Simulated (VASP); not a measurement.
# Al (Fm-3m) in VASP: a series of runs

One crystal, Al, is run at these levels: PBE+D3(BJ); tasks: relaxation of cell and atoms, electrostatic potential.

All numbers are computed with VASP 6.6.1; they aren't measurements. Logs are shortened: lines on timing, memory, paths and dates and some standing lists are left out, and cuts for length are marked.

### 1 The crystal as given

Symmetry: Fm-3m, No. 225, cubic system. The conventional cell has a = 4.020 Å, b = 4.020 Å, c = 4.020 Å, α = 90.00°, β = 90.00°, γ = 90.00°. Al (site symmetry m-3m) has 12 Al at 2.84 Å as nearest neighbours.

The cell was built by a generator and needn't be a form met in nature.

### 2 Relaxation of cell and atoms, PBE+D3(BJ)

File INCAR:

```
PREC = Accurate
ENCUT = 600
EDIFF = 1E-6
ISMEAR = 1
SIGMA = 0.1
LREAL = F
LASPH = T
NELM = 120
ALGO = Fast
ISIF = 3
LWAVE = F
LCHARG = F
GGA = PE
IVDW = 12
IBRION = 2
NSW = 40
EDIFFG = -0.005
```

File KPOINTS:

```
regular mesh
0
Gamma
  18 18 18
```

File POSCAR:

```
Al
1.0
    0.0000000000      2.0100000000      2.0100000000
    2.0100000000      0.0000000000      2.0100000000
    2.0100000000      2.0100000000      0.0000000000
Al
1
Direct
    0.0000000000      0.0000000000      0.0000000000
```

Potentials or basis: VASP PAW PBE potentials, release 64 (Al).

Launch:

```console
$ cat potpaw_PBE.64/Al/POTCAR > POTCAR
$ mpirun -np 1 vasp_std > vasp.out
```

OUTCAR:

```text
PREC = Accurate
   ENCUT = 600
   EDIFF = 1E-6
   ISMEAR = 1
   LREAL = F
   LASPH = T
   NELM = 120
   ISIF = 3
   GGA = PE
   IVDW = 12
   IBRION = 2
   NSW = 40
   EDIFFG = -0.005
 IVDW          = 12

 ion  position               nearest neighbor table
   1  0.000  0.000  0.000-

  LATTYP: Found a face centered cubic cell.
 ALAT       =     4.0200000000

  Lattice vectors:

 A1 = (   0.0000000000,   2.0100000000,   2.0100000000)
 A2 = (   2.0100000000,   0.0000000000,   2.0100000000)
 A3 = (   2.0100000000,   2.0100000000,   0.0000000000)

Analysis of symmetry for initial positions (statically):
=====================================================================
 Subroutine PRICEL returns:
 Original cell was already a primitive cell.

 Routine SETGRP: Setting up the symmetry group for a
 face centered cubic supercell.

 Subroutine GETGRP returns: Found 48 space group operations
 (whereof 48 operations were pure point group operations)
 out of a pool of 48 trial point group operations.

The static configuration has the point symmetry O_h .

Analysis of symmetry for dynamics (positions and initial velocities):
=====================================================================
 Subroutine PRICEL returns:
 Original cell was already a primitive cell.

 Routine SETGRP: Setting up the symmetry group for a
 face centered cubic supercell.

 Subroutine GETGRP returns: Found 48 space group operations
 (whereof 48 operations were pure point group operations)
 out of a pool of 48 trial point group operations.

The dynamic configuration has the point symmetry O_h .

 Subroutine INISYM returns: Found 48 space group operations
 (whereof 48 operations are pure point group operations),
 and found     1 'primitive' translations

----------------------------------------------------------------------------------------

                                     Primitive cell

  volume of cell :      16.2412

  direct lattice vectors                    reciprocal lattice vectors
     0.000000000  2.010000000  2.010000000    -0.248756219  0.248756219  0.248756219
     2.010000000  0.000000000  2.010000000     0.248756219 -0.248756219  0.248756219
     2.010000000  2.010000000  0.000000000     0.248756219  0.248756219 -0.248756219

  length of vectors
     2.842569260  2.842569260  2.842569260     0.430858410  0.430858410  0.430858410

  position of ions in fractional coordinates (direct lattice)
     0.000000000  0.000000000  0.000000000

  ion indices of the primitive-cell ions
   primitive index   ion index
                 1           1
[... 60 lines left out ...]
   NGX,Y,Z   is equivalent  to a cutoff of  14.04, 14.04, 14.04 a.u.
   NGXF,Y,Z  is equivalent  to a cutoff of  28.07, 28.07, 28.07 a.u.
 SYSTEM =  unknown system
   PREC   = accura    normal or accurate (medium, high low for compatibility)
   ISTART =      0    job   : 0-new  1-cont  2-samecut
   ICHARG =      2    charge: 1-file 2-atom 10-const
   ISPIN  =      1    spin polarized calculation?
   LNONCOLLINEAR =      F non collinear calculations
   LSORBIT =      F    spin-orbit coupling
   LASPH  =      T    aspherical Exc in radial PAW
   ENCUT  =  600.0 eV  44.10 Ry    6.64 a.u.   5.68  5.68  5.68*2*pi/ulx,y,z
   NELM   =    120;   NELMIN=  2; NELMDL= -5     # of ELM steps
   EDIFF  = 0.1E-05   stopping-criterion for ELM
   LREAL  =      F    real-space projection
   EDIFFG = -.5E-02   stopping-criterion for IOM
   NSW    =     40    number of steps for IOM
   IBRION =      2    ionic relax: 0-MD 1-quasi-New 2-CG
   NFREE  =      1    steps in history (QN), initial steepest desc. (CG)
   ISIF   =      3    stress and relaxation
   ISYM   =      2    0-nonsym 1-usesym 2-fastsym
   POTIM  = 0.5000    time-step for ionic-motion
   TEBEG  =    0.0;   TEEND  =   0.0 temperature during run
   PSTRESS=    0.0 pullay stress
   NELECT =       3.0000    total number of electrons
   NUPDOWN=      -1.0000    fix difference up-down
   EMIN   =  10.00;   EMAX   =-10.00  energy-range for DOS
   EFERMI =   0.00;   METHOD = LEGACY
   ISMEAR =     1;   SIGMA  =   0.10  broadening in eV -4-tet -1-fermi 0-gaus
   EFERMI_NEDOS =   21; number of points for ismear=-14 and -15
   IALGO  =     68    algorithm
   IMIX   =      4    mixing-type and parameters
     AMIX     =   0.40;   BMIX     =  1.00
     AMIX_MAG =   1.60;   BMIX_MAG =  1.00
  volume/ion in A,a.u.               =      16.24       109.60
  Fermi-wavevector in a.u.,A,eV,Ry     =   0.932343  1.761873 11.827055  0.869264
  Thomas-Fermi vector in A             =   2.058931
   LORBIT       =      0    0 simple, 1 ext, 2 COOP (PROOUT), +10 PAW based schemes
   GGA     = PE    functional components
   LHFCALC =     F    Hartree Fock is set to
   AEXX    =    0.0000 exact exchange contribution
   IVDW    =    12    specifies the selected vdW correction
   LEPSILON=     F    determine dielectric tensor
   LRPA    =     F    only Hartree local field effects (RPA)
 conjugate gradient relaxation of ions
 non-spin polarized calculation
 RMM-DIIS sequential band-by-band and
 Methfessel and Paxton  Order N= 1 SIGMA  =   0.10
  energy-cutoff  :      600.00
  volume of cell :       16.24
 maximum number of plane-waves:       556
   NGX = 11   NGY = 11   NGZ = 11

--------------------------------------- Ionic step        1  -------------------------------------------

 number of electron       3.0000000 magnetization

 Free energy of the ion-electron system (eV)
  ---------------------------------------------------
  ext. energy  EPLUGINS =         0.00000000
  ---------------------------------------------------
  free energy    TOTEN  =        -3.74215566 eV

  energy without entropy =       -3.74142733  energy(sigma->0) =       -3.74191288

------------------------ aborting loop because EDIFF is reached ----------------------------------------

 Edisp (eV)   -0.34190

 E8    (eV) :    -0.1529
[... 69 lines left out ...]
--------------------------------------- Ionic step        3  -------------------------------------------

 number of electron       3.0000000 magnetization

 Free energy of the ion-electron system (eV)
  ---------------------------------------------------
  ext. energy  EPLUGINS =         0.00000000
  ---------------------------------------------------
  free energy    TOTEN  =        -3.73507751 eV

  energy without entropy =       -3.73454788  energy(sigma->0) =       -3.73490096

 E-fermi :   8.4710     XC(G=0): -10.3600

 val. band max:        8.4705424251   @ k =  -0.4444   0.3333   0.1111
 cond. band min:       8.4962491158   @ k =  -0.2222   0.3889   0.1667
 fundamental gap:      0.0257066908
 Fermi energy:         8.4710213959

 k-point     1 :       0.0000    0.0000    0.0000
  band No.  band energies     occupation
      1      -2.9720      2.00000
      2      21.3472      0.00000
      3      21.3472      0.00000
      4      21.3472      0.00000
      5      23.1854      0.00000
[... 177 lines left out ...]
 k-point    24 :      -0.2222    0.0556    0.0000
  band No.  band energies     occupation
      1      -1.2821      2.00000
      2      12.4177      0.00000
      3      18.0442      0.00000
      4      20.9695      0.00000
      5      22.7680      0.00000

 [... further k-points ...]

------------------------ aborting loop because EDIFF is reached ----------------------------------------

 Edisp (eV)   -0.35239

 E8    (eV) :    -0.1577
[... 24 lines left out ...]
  FREE ENERGIE OF THE ION-ELECTRON SYSTEM (eV)
  ---------------------------------------------------
  free  energy   TOTEN  =        -4.0874715795 eV

  energy  without entropy=       -4.0869419552  energy(sigma->0) =       -4.08729504

 reached required accuracy - stopping structural energy minimisation
```

CONTCAR:

```text
Al
   1.00000000000000
    -0.0000000000000000    1.9906284730978303    1.9906284730978303
     1.9906284730978303   -0.0000000000000000    1.9906284730978303
     1.9906284730978303    1.9906284730978303    0.0000000000000000
  Al
     1
Direct
     0.0000000000000000    0.0000000000000000    0.0000000000000000

  0.00000000E+00  0.00000000E+00  0.00000000E+00
```

Run time: 8 s. Hardware: 1 thread of Intel Xeon 6975P-C (Granite Rapids), shared host; peak memory 0.16 GiB.

What came out:

* Free energy: -4.0875 eV
* Relaxed volume: 15.78 Å³/atom
* Relaxed cell: a = 2.815 Å, b = 2.815 Å, c = 2.815 Å, α = 60.00°, β = 60.00°, γ = 60.00°
* Space group after relaxing (to 0.05 Å): Fm-3m (No. 225)
* Energy gained by relaxing: 3.4 meV/atom
* Ionic steps: 3
* Pressure after relaxing: 0.0 GPa
* Band gap on the k mesh: none (metal or under the smearing width)
* Dispersion energy per atom: -0.352 eV

Step by step:
| step | energy change (eV) | largest force (eV/Å) | pressure (GPa) | volume (Å³) |
| --- | --- | --- | --- | --- |
| 1 | 0.0000 | 0.0000 | -2.28 | 16.24 |
| 2 | -0.0033 | 0.0000 | 0.40 | 15.70 |
| 3 | -0.0034 | 0.0000 | 0.00 | 15.78 |

Final structure:
```xyz
1
Lattice="0.0000 1.9906 1.9906 1.9906 0.0000 1.9906 1.9906 1.9906 0.0000" Properties=species:S:1:pos:R:3 pbc="T T T"
Al    0.0000    0.0000    0.0000
```

Caveat: pairwise dispersion overbinds metals, which lowers pressure and volume.

[end of part 1 of 2]
